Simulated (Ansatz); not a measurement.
# InSe (R3m) in Ansatz: notebook

One crystal, InSe, is run at these levels: HSE06, PBE0; tasks: band structure.

Program: Ansatz 0.2.0. These are calculated values, not measurements. Logs are shortened: lines on timing, memory, paths and dates and some standing lists are left out, and cuts for length are marked.

**Measured values to compare with.**

“The Interaction of Hydrogen with the van der Waals Crystal γ-InSe”, 2020, pmc:7321205 reports, for a bulk crystal of InSe at 300 K: band gap 1.25 eV.

The runs below are set against these values where they give the same quantity.

### 1 The crystal as given

The structure is trigonal, space group R3m (No. 160). The conventional cell has a = 4.000 Å, b = 4.000 Å, c = 25.320 Å, α = 90.00°, β = 90.00°, γ = 120.00°. In (site symmetry 3m) is surrounded by 3 Se at 2.63 Å and 1 In at 2.82 Å. In (site symmetry 3m) is surrounded by 3 Se at 2.64 Å and 1 In at 2.82 Å. Se (site symmetry 3m) is surrounded by 3 In at 2.63 Å. Se (site symmetry 3m) is surrounded by 3 In at 2.64 Å.

### 2 Band structure, HSE06

File input:

```
crystal:
  lattice:
    - [2.0, 1.1547005384, 8.44]
    - [-2.0, 1.1547005384, 8.44]
    - [0.0, -2.3094010768, 8.44]
  atoms:
    - { symbol: In, position: [0.8886, 0.8886, 0.8886] }
    - { symbol: In, position: [0.0, 0.0, 0.0] }
    - { symbol: Se, position: [0.1719, 0.1719, 0.1719] }
    - { symbol: Se, position: [0.3835, 0.3835, 0.3835] }
hamiltonian:
  xc: hse06
  pseudopotentials: { kind: paw }
kpoints:
  mp_grid: { grid: [6, 6, 6] }
  band_path:
    path:
      - [[0.0, 0.0, 0.0], [0.5, 0.0, 0.0], [0.5, 0.1791451724, -0.1791451724]]
      - [[0.8208548276, 0.5, 0.1791451724], [0.5, 0.5, 0.5], [0.0, 0.0, 0.0], [0.3395725862, 0.0, -0.3395725862]]
      - [[0.6604274138, 0.3395725862, 0.0], [0.5, 0.5, 0.0], [0.6604274138, 0.6604274138, 0.1791451724], [0.5, 0.5, 0.5]]
      - [[0.5, 0.0, 0.0], [0.8208548276, 0.3395725862, 0.3395725862]]
    npoints: 4
scf:
  occupations: { method: fermi_dirac, width: 0.05 }
  n_extra_bands: 10
output:
  forces: true
  stress: true
  eigenvalues: true
  fatbands: false
```

Potentials or basis: Ansatz PAW.

Log:

```text
Warning: output.stress: scf.convergence.dr2_threshold = 1e-7 eV (the SCF's general default) is looser than the 4e-10 eV advised for a printed stress (1e-10 eV for each atom of the cell: 4). What an SCF threshold leaves in a stress goes as its square root, and in the free energy as the threshold itself, and one threshold admits the most on a small cell: of the crystals measured, under no hybrid functional and no lock of the moments, on runs that ended without the residual-converged pass, on stresses that held no estimate of that error, the worst erred by over 100 MPa in a component at 1e-7 eV an atom and by under 5 at 1e-10. Set scf.convergence.dr2_threshold to 4e-10 eV or tighter. The threshold is an SCF's pass mark: one that does not reach it within its budget of iterations ends unconverged, or closes short of it on a stop that the run arms, and scf.convergence.dr2_threshold's page says what that costs each kind of run
Warning: output.stress: scf.exx.energy_threshold = 1e-6 eV is looser than the 4e-8 eV advised for a stress under a hybrid functional (1e-8 eV for each atom of the cell: 4). Every SCF of the exchange loop can meet its threshold on dr2 while the loop round them stops early: no threshold on dr2 bounds what that leaves in the stress. Set scf.exx.energy_threshold to 4e-8 eV or tighter. The threshold is the loop's pass mark: a loop that does not reach it within its budget of cycles ends unconverged, and scf.exx.energy_threshold's page has the law
basis.fft_grid_basis auto: the FFT boxes are laid along the combinations [[1, 0, -1], [0, 1, -1], [0, 0, 1]] of the cell's own vectors, 4.000, 4.000 and 8.750 Å long. The dense box has 27×27×60 points. Along the cell's own vectors, as sized, it would have 60×60×60, 4.94 times as many. Of the 6 symmetry operations that the crystal satisfies within crystal.symmetry.tolerance (time reversal apart; of a slab, those that keep its plane) the dense box along the cell's own vectors carries 6, and the one as laid loses 4 of those. basis.fft_grid_basis: typed keeps the cell's own vectors: state it where this run's energies or levels are differenced outside the engine with another run's, or held beside a run that keeps those vectors.
scf.n_extra_bands = 10 over 29 filled bands (N_el = 58.0): the run solves 39 bands
GPUs: using 1 of 1 available (devices: 1).
Engine: ansatz 0.2.0, x86_64-unknown-linux-gnu
Pseudopotentials: kind: paw
Pseudopotential: In, paw, valence charge 13, recommended cutoff 420 eV (normal), In.paw.azcp
Pseudopotential: Se, paw, valence charge 16, recommended cutoff 420 eV (normal), Se.paw.azcp
Functional definition: HSE06
  parameter a = 0.25
  parameter omega = 0.11/bohr
  exchange = pbe_x - a*pbe_x_sr(omega) + a*exact_x_sr(omega)
  correlation = pbe_c
device memory: the entry about to start is reckoned to put 1.7 GiB on a device that reports 63.3 GiB free (of which the cap on the GPU budget leaves the run 18.0 GiB)
GPU FFT provider: cuFFT
GPU libraries: cuBLAS 13.8.2, cuFFT 12.4.0, cuSOLVER 12.3.4
Crystal: 4 atoms, lattice volume = 116.948 Å³
Basis set: ecut = 420 eV, 2309 PW (Γ), FFT grids on a1−a3, a2−a3, a3, exchange–correlation on 54×54×120 points (8 copies of the dense FFT grid, shifted against one another)
Bands: 39, of which v1, the nominal top of the filled ones, is band 29 counted from 1 (28 counted from 0)
Symmetry: 6 space group operations
Space group: R3m (ITA 160), of the structure as read, at distance tolerance 4.9e-5 Å
k-points: 32 of 216 (time reversal used)
Non-local potential: In, projectors of the file, l = 0: 2, l = 1: 2, l = 2: 2, l = 3: 2
Non-local potential: Se, projectors of the file, l = 0: 2, l = 1: 2, l = 2: 3, l = 3: 1
PAW form: soft (Blöchl's): semilocal exchange-correlation on the pseudo side does not see the compensation charge
PAW frozen core: In, regenerated for the run's functional, and the local potential with it (the file was generated under x = pbe(κ = 0.804, μ = 0.2195149727645171), c = pbe(β = 0.06672455060314922))
PAW frozen core: Se, regenerated for the run's functional, and the local potential with it (the file was generated under x = pbe(κ = 0.804, μ = 0.2195149727645171), c = pbe(β = 0.06672455060314922))
PAW one-centre angular grid: In, 590 points (default); XC on 64 Gauss nodes
PAW one-centre angular grid: Se, 590 points (default); XC on 64 Gauss nodes
Initial density: superposition of atomic densities (neutral atoms: chi_scale 0, normalization atom), corrected by the library's trained network
Initial wavefunctions: pseudopotential atomic-orbital guess
GPU buffer pool allocated for 43740 grid points (all kernels)
GPU transforms: local potential and band sums: pruned to the plane-wave sphere, on 27×27×60
Functional: x = pbe(κ = 0.804, μ = 0.2195149727645171), c = pbe(β = 0.06672455060314922), warm-up for x = pbe(κ = 0.804, μ = 0.2195149727645171) + 0.25 (exact − pbe) at short range (hse, ω = 0.20786987370883472 Å⁻¹), c = pbe(β = 0.06672455060314922); HSE06 as pw.x's `hse` composes it (authors' and Libxc's form: `xc: wpbeh`)
SCF iter   1: F=—  HF=-22135.864736 eV  |F-HF|=—  |Δ(HF+E_count)|=         —  Δρ=1.91e-3  dr2=1.25e-2  ethr=1.77e-3  ⟨swp⟩=11.5  Hψ=5476  notcnv=1
preconditioner: auto → none  [insulator: Δε(μ)=0.434 eV  Ē_g=15.594 eV  σ=0.050 eV  W_gap=0.97  n_scr=30 (ndim 8)  ℏωp=21.2 eV  f_vac=0.086  D(μ)=0.00/eV (n_scr^D=0)]
SCF iter   2: F=—  HF=-22135.867601 eV  |F-HF|=—  |Δ(HF+E_count)|=   2.87e-3  Δρ=1.71e-3  dr2=2.41e-2  ethr=2.16e-5  ⟨swp⟩=6.2  Hψ=3911  notcnv=0  defer=15
iter 3 solved again at ethr=5.91e-7 eV; its pass at ethr=2.16e-5 eV (dr2=3.43e-4 eV) is discarded
SCF iter   3: F=—  HF=-22135.863267 eV  |F-HF|=—  |Δ(HF+E_count)|=   4.33e-3  Δρ=3.64e-4  dr2=3.72e-4  ethr=5.91e-7  ⟨swp⟩=4.0  Hψ=6276  notcnv=0
SCF iter   4: F=-22135.863346 eV  HF=-22135.863309 eV  |F-HF|=3.67e-5  |Δ(HF+E_count)|=   4.20e-5  Δρ=1.53e-4  dr2=1.69e-5  ethr=5.91e-7  ⟨swp⟩=3.0  Hψ=2313  notcnv=0
SCF 1 stopped early in 4 iterations: F = -22135.863346 eV  dr2 = 1.69e-5
device memory: the entry about to start is reckoned to put 2.2 GiB (of the 2.4 GiB reckoned in all, the device holds 0.2 GiB already) on a device that reports 61.2 GiB free (of which the cap on the GPU budget leaves the run 17.8 GiB)
GPU FFT provider: cuFFT
GPU libraries: cuBLAS 13.8.2, cuFFT 12.4.0, cuSOLVER 12.3.4
Initial density: handed on by an earlier stage of this run
Initial wavefunctions: those handed on with the density
GPU buffer pool allocated for 43740 grid points (all kernels)
GPU transforms: local potential and band sums: pruned to the plane-wave sphere, on 27×27×60
Functional: x = pbe(κ = 0.804, μ = 0.2195149727645171) + 0.25 (exact − pbe) at short range (hse, ω = 0.20786987370883472 Å⁻¹), c = pbe(β = 0.06672455060314922); HSE06 as pw.x's `hse` composes it (authors' and Libxc's form: `xc: wpbeh`)
Exchange kernel: α = 0.2500, screened, ω = 0.2079 Å⁻¹, Wigner–Seitz truncation, v(0) = 1046.7796 eV·Å³, q-mesh 6×6×6, nearest image of the exchange supercell L = 24.00 Å, pair-density grid 24×24×60, without the augmentation charges, whose exchange is taken in its separable form by FFT convolution over the k-point mesh (the finest that the files' search goes to), smooth part of the exact exchange by density-matrix convolution in up to 10.39 GiB of GPU memory as planned if the GPU has room (build and FFT work areas not counted)
Frozen-core exchange: fock
SCF iter   1: F=—  HF=-22146.923392 eV  |F-HF|=—  |Δ(HF+E_count)|=         —  Δρ=5.35e-3  dr2=3.76e-2  ethr=2.92e-7  ⟨swp⟩=11.5  Hψ=6922  notcnv=0
preconditioner: auto → none  [insulator: Δε(μ)=1.118 eV  Ē_g=17.592 eV  σ=0.050 eV  W_gap=1.00  n_scr=30 (ndim 8)  ℏωp=21.2 eV  f_vac=0.083  D(μ)=0.00/eV (n_scr^D=0)]
SCF iter   2: F=—  HF=-22146.913327 eV  |F-HF|=—  |Δ(HF+E_count)|=   1.01e-2  Δρ=2.90e-3  dr2=3.28e-2  ethr=2.92e-7  ⟨swp⟩=5.0  Hψ=5182  notcnv=0
SCF iter   3: F=—  HF=-22146.908925 eV  |F-HF|=—  |Δ(HF+E_count)|=   4.40e-3  Δρ=1.43e-3  dr2=1.09e-2  ethr=2.92e-7  ⟨swp⟩=5.0  Hψ=5443  notcnv=0
SCF iter   4: F=—  HF=-22146.907609 eV  |F-HF|=—  |Δ(HF+E_count)|=   1.32e-3  Δρ=7.35e-4  dr2=2.70e-3  ethr=2.92e-7  ⟨swp⟩=4.1  Hψ=2863  notcnv=0
SCF iter   5: F=—  HF=-22146.921916 eV  |F-HF|=—  |Δ(HF+E_count)|=   1.43e-2  Δρ=8.90e-4  dr2=1.04e-3  ethr=2.92e-7  ⟨swp⟩=4.7  Hψ=4452  notcnv=0
SCF iter   6: F=—  HF=-22146.921665 eV  |F-HF|=—  |Δ(HF+E_count)|=   2.51e-4  Δρ=2.04e-4  dr2=7.49e-5  ethr=2.92e-7  ⟨swp⟩=3.0  Hψ=3034  notcnv=0
SCF iter   7: F=—  HF=-22146.921852 eV  |F-HF|=—  |Δ(HF+E_count)|=   1.87e-4  Δρ=1.11e-4  dr2=1.15e-5  ethr=9.05e-8  ⟨swp⟩=4.8  Hψ=3015  notcnv=0  defer=4
SCF iter   8: F=-22146.921849 eV  HF=-22146.921849 eV  |F-HF|=1.72e-7  |Δ(HF+E_count)|=   2.55e-6  Δρ=1.55e-5  dr2=1.74e-6  ethr=1.73e-8  ⟨swp⟩=3.9  Hψ=2855  notcnv=0  defer=4
SCF 2 stopped early in 8 iterations: F = -22146.921849 eV  dr2 = 1.74e-6
  Residual-converged pass: ⟨swp⟩=4.0  Hψ=3649  notcnv=0  max |occ|·‖R‖ = 6.5e-6 eV (tolerance 6.7e-6 eV)  dr2=1.73e-6  dr2_onsite=4.86e-8  max |Δocc| = 1.8e-12
hybrid outer 1: dexx = +1.615e-2 eV, tail = 9.63e-5 eV
GPU FFT provider: cuFFT
GPU libraries: cuBLAS 13.8.2, cuFFT 12.4.0, cuSOLVER 12.3.4
GPU buffer pool allocated for 43740 grid points (all kernels)
GPU transforms: local potential and band sums: pruned to the plane-wave sphere, on 27×27×60
Exchange kernel: α = 0.2500, screened, ω = 0.2079 Å⁻¹, Wigner–Seitz truncation, v(0) = 1046.7796 eV·Å³, q-mesh 6×6×6, nearest image of the exchange supercell L = 24.00 Å, pair-density grid 24×24×60, without the augmentation charges, whose exchange is taken in its separable form by FFT convolution over the k-point mesh (the finest that the files' search goes to), smooth part of the exact exchange by density-matrix convolution in up to 10.39 GiB of GPU memory as planned if the GPU has room (build and FFT work areas not counted)
Frozen-core exchange: fock
SCF iter   1: F=—  HF=-22146.921935 eV  |F-HF|=—  |Δ(HF+E_count)|=         —  Δρ=5.61e-5  dr2=4.89e-6  ethr=8.30e-7  ⟨swp⟩=6.4  Hψ=2721  notcnv=0
preconditioner: auto → none  [insulator: Δε(μ)=1.181 eV  Ē_g=17.581 eV  σ=0.050 eV  W_gap=1.00  n_scr=30 (ndim 8)  ℏωp=21.2 eV  f_vac=0.083  D(μ)=0.00/eV (n_scr^D=0)]
SCF iter   2: F=—  HF=-22146.921936 eV  |F-HF|=—  |Δ(HF+E_count)|=   8.76e-7  Δρ=2.07e-5  dr2=2.98e-7  ethr=6.39e-9  ⟨swp⟩=4.0  Hψ=3548  notcnv=0
SCF iter   3: F=—  HF=-22146.921936 eV  |F-HF|=—  |Δ(HF+E_count)|=   5.56e-7  Δρ=1.40e-5  dr2=1.54e-7  ethr=3.61e-10  ⟨swp⟩=5.3  Hψ=3537  notcnv=0  defer=15
SCF iter   4: F=—  HF=-22146.921936 eV  |F-HF|=—  |Δ(HF+E_count)|=   2.34e-8  Δρ=4.66e-6  dr2=1.24e-8  ethr=2.42e-10  ⟨swp⟩=3.1  Hψ=2305  notcnv=0  defer=1
SCF iter   5: F=-22146.921936 eV  HF=-22146.921936 eV  |F-HF|=1.48e-9  |Δ(HF+E_count)|=   1.09e-8  Δρ=1.19e-6  dr2=1.38e-9  ethr=1.99e-11  ⟨swp⟩=5.9  Hψ=3115  notcnv=0  defer=32
SCF 3 converged in 5 iterations: F = -22146.921936 eV  dr2 = 1.38e-9
  Residual-converged pass: ⟨swp⟩=3.9  Hψ=3207  notcnv=0  max |occ|·‖R‖ = 6.3e-7 eV (tolerance 6.3e-7 eV)  dr2=1.34e-9  dr2_onsite=6.07e-10  max |Δocc| = 7.1e-15
hybrid outer 2: dexx = +7.737e-7 eV, tail = 3.56e-8 eV, Δε = 1.52e-3 eV (about 5.69e-5 eV left of the loop's levels), ΔF = 5.19e-3 eV/Å (tail 8.62e-4)
device memory: the entry about to start is reckoned to put 0.9 GiB on a device that reports 66.4 GiB free (of which the cap on the GPU budget leaves the run 18.0 GiB)
NSCF: frozen V_eff on 40 k-points, pencils in batches of 32, up to order 172
hybrid SCF converged: 2 outer / 13 inner (+4 warm-up), last move |dexx| = 7.74e-7 eV, tail = 3.56e-8 eV
Stability not checked: this state was not tested for a lower state beside it, because the functional holds exact exchange (a hybrid, or Hartree-Fock), whose exchange loop this test does not read (fock_operator; see scf.lower_state_search)
Free energy (F): -22146.921936 eV
Frozen-core exchange: fock
Harris-Foulkes:  -22146.921936 eV  (|F-HF|=1.48e-9)
Internal energy: -22146.921936 eV  (E = F + TS)
E sigma→0 (E₀):  -22146.921936 eV
Entropy (-TS):   -0.000000 eV (-0.000 meV/atom)
Fermi energy:    7.449282 eV
--- Per-component energies (eV) ---
  E_band       = -1057.373363
  E_kinetic    = 722.071330
  E_local      = -7919.897110  (includes V_loc(G=0)·N_el)
  E_nonlocal   = -457.781592
  E_hartree    = 3655.280137
  E_xc         = -508.804853
  E_vxc        = -315.414215  (∫ρ·V_xc dr)
  E_exx        = -201.223861  (= α·E_x^exact, valence–valence)
  E_paw        = -12071.241507  (= ΣΔE_a)
  E_vpaw       = 5.535049  (= ΣTr[D̂ρ^β])
  E_aug_tail   = -0.001160  (compensation charges beyond the density's cutoff)
  E_ewald      = -5364.203816
  E_core_change = -1.119502  (= ΣΔE_core)
  E_smearing   = -0.000000  (= −TS)
  E_closure    = -0.000002  (closes the sum)
  Σ components = -22146.921936   (vs F -22146.921936, Δ=0.00e0)
--- Forces (eV/Å), atoms counted from 1 ---
  atom   1  In     0.00000000    -0.00000000     0.18346962
  atom   2  In     0.00000000     0.00000000    -0.16499712
  atom   3  Se     0.00000000     0.00000000     0.05535697
  atom   4  Se     0.00000000     0.00000000    -0.07380803
  max |Σ_I F_I| component: 2.14e-5 eV/Å
--- Stress (GPa, compression-positive) ---
        1.349638       0.000000       0.000000
        0.000000       1.349638      -0.000000
        0.000000      -0.000000       0.322559
  P = ⅓ Tr σ = 1.0073 GPa (10.073 kbar)
--- Band table (eV; the first three rows and the last of 32) ---
  k-point 0: bands = ["-44.3953", "-44.3953", "-44.3860", "-44.3860", "-44.3667", "-44.3667", "-44.3589", "-44.3589", "-44.3549", "-44.3475", "-9.7058", "-9.5480", "-9.5480", "-9.4746", "-9.4746", "-9.4418", "-9.4418", "-9.2657", "-9.2657", "-9.2366", "-7.9880", "-7.5627", "-0.0075", "3.2352", "5.2849", "5.4177", "5.4177", "5.5175", "5.5175", "9.3030", "9.7312", "12.1126", "12.1126", "12.8790", "13.2588", "13.2588", "15.2532", "16.3719", "16.8956"]
  k-point 1: bands = ["-44.3953", "-44.3953", "-44.3860", "-44.3860", "-44.3667", "-44.3667", "-44.3589", "-44.3589", "-44.3549", "-44.3475", "-9.7151", "-9.6169", "-9.5582", "-9.5412", "-9.4552", "-9.4489", "-9.4307", "-9.3021", "-9.2682", "-9.1791", "-7.6865", "-7.3018", "0.2145", "2.6925", "3.9291", "4.8230", "5.0692", "5.2135", "5.7359", "9.7995", "10.3703", "11.4249", "12.2243", "12.3638", "13.5280", "13.8838", "14.4825", "16.0560", "16.7911"]
  k-point 2: bands = ["-44.3953", "-44.3952", "-44.3860", "-44.3859", "-44.3667", "-44.3667", "-44.3589", "-44.3589", "-44.3548", "-44.3475", "-9.8016", "-9.6898", "-9.6453", "-9.5358", "-9.4628", "-9.4168", "-9.3997", "-9.3251", "-9.2724", "-9.1247", "-7.0298", "-6.7474", "0.2998", "1.4190", "2.6721", "4.5181", "4.5307", "4.6560", "5.5910", "9.0318", "9.6872", "11.3725", "11.8977", "12.5323", "14.3441", "14.3630", "15.0932", "15.6173", "16.2560"]
  k-point 31: bands = ["-44.3953", "-44.3953", "-44.3860", "-44.3860", "-44.3667", "-44.3667", "-44.3589", "-44.3589", "-44.3549", "-44.3475", "-9.7060", "-9.5482", "-9.5482", "-9.4744", "-9.4744", "-9.4418", "-9.4418", "-9.2655", "-9.2655", "-9.2396", "-7.8587", "-7.7068", "0.4104", "2.1483", "5.3440", "5.3440", "5.5976", "5.5976", "6.8576", "8.0388", "9.8136", "12.0216", "12.0216", "13.3879", "13.3976", "13.3976", "15.7161", "16.5491", "16.5491"]
```

Wall time 4.5 min (1 × NVIDIA H100 80GB HBM3 with 2 threads of AMD EPYC 7R13 (Zen 3), shared host); peak memory 5.7 GiB.

Results:

* Free energy: -22146.9219 eV
* Pressure: 1.0 GPa
* Largest force: 0.183 eV/Å
* Band gap on the k mesh: 1.18 eV, direct
* Band gap along the path: 1.18 eV, direct

Forces in eV/Å, atoms in the order of the input:
```
In   0.000  0.000  0.183
In   0.000  0.000 -0.165
Se   0.000  0.000  0.055
Se   0.000  0.000 -0.074
```

Stress tensor (GPa, compression positive):
```
1.35 0.00 0.00
0.00 1.35 0.00
0.00 0.00 0.32
```

Levels at the corners of the path, in eV from the valence-band top:
```csv
point,band 27,band 28,band 29,band 30,band 31,band 32
Γ,-1.44,-1.34,-1.34,2.45,2.87,5.26
L,-2.57,-2.46,-1.78,1.82,2.73,4.39
B1,-2.79,-2.48,-1.85,2.31,3.26,4.10
B,-2.79,-2.48,-1.85,2.31,3.26,4.10
Z,-1.26,-1.26,0.00,1.18,2.96,5.16
Γ,-1.44,-1.34,-1.34,2.45,2.87,5.26
X,-2.83,-2.45,-1.83,2.35,3.17,4.14
Q,-2.83,-2.45,-1.83,2.35,3.17,4.14
F,-2.74,-2.26,-1.60,1.88,2.64,4.02
P1,-2.71,-2.29,-1.72,2.10,2.46,4.10
Z,-1.26,-1.26,0.00,1.18,2.96,5.16
L,-2.57,-2.46,-1.78,1.82,2.73,4.39
P,-2.71,-2.29,-1.72,2.10,2.46,4.10
```

Caveat: spin-orbit coupling is left out, which moves the levels of the heavy elements; the PAW data sets come from PBE, with cores solved anew for the run's functional, which leaves a small shift of forces and pressure; the thresholds are loose for stress.

[end of part 1 of 2]
